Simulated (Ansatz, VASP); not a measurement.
**Two plane-wave programs on CdS**

INCAR

```
ALGO     = Normal         # electronic algorithm
EDIFF    = 1E-6           # SCF threshold, eV
ENCUT    = 520            # plane-wave cutoff, eV
GGA      = PE             # functional
ISIF     = 2              # what is computed and relaxed
ISMEAR   = 0              # smearing method
LASPH    = True           # aspherical terms in the spheres
LCHARG   = True           # write CHGCAR
LELF     = True           # ELF
LREAL    = False          # projectors in reciprocal space
LVHAR    = True         
LWAVE    = False          # write WAVECAR
NBANDS   = 16             # bands
NELM     = 80             # most SCF steps
PREC     = Accurate       # precision mode
SIGMA    = 0.03           # smearing width, eV
```

Contents of KPOINTS:

```
k-points
0
Gamma
  10 10 10
```

The input POSCAR:

```
CdS
1.0
    0.0000000000      2.8909062000      2.6155818000
    2.8909062000      0.0000000000      2.6155818000
    2.8909062000      2.8909062000      0.0000000000
Cd S
1 1
Direct
    0.0000000000      0.0000000000      0.0000000000
    0.5000000000      0.5000000000      0.5000000000
```

Input for Ansatz:

```yaml
crystal:
  lattice:
    - [0.0, 2.8909062, 2.6155818]
    - [2.8909062, 0.0, 2.6155818]
    - [2.8909062, 2.8909062, 0.0]
  atoms:
    - { symbol: Cd, position: [0.0, 0.0, 0.0] }
    - { symbol: S, position: [0.5, 0.5, 0.5] }
basis:
  ecutwfc: 420
kpoints:
  mp_grid: { grid: [10, 10, 10] }
hamiltonian:
  xc: pbe
scf:
  occupations: { method: gaussian, width: 0.03 }
output:
  forces: true
  stress: true
  eigenvalues: true
```

Change from the starting cell: strain +0.050 along x and y, -0.050 along z, atoms carried along.

Alike in both runs: task single point; functional PBE; k mesh 10 × 10 × 10; occupations gaussian, width 0.03 eV; no spin polarisation.

```csv
,VASP,Ansatz
version,VASP 6.6.1,Ansatz 0.2.0
potentials or method,"VASP PAW PBE potentials, release 64 (Cd, S)","scalar-relativistic, plane waves, PAW"
plane-wave cutoff (eV),520,420
valence electrons in the cell,18,26
```

```csv
,VASP,Ansatz,Ansatz less VASP
gap on the k mesh at the Fermi level (eV),none,none,-
pressure (GPa),-1.8,-2.1,-0.32
largest component of the traceless stress (GPa),3.98,3.76,-0.216
```

A gap of «none» marks a metal or a gap that the smearing closes. The two sets of potentials don't hold the same shells in valence.
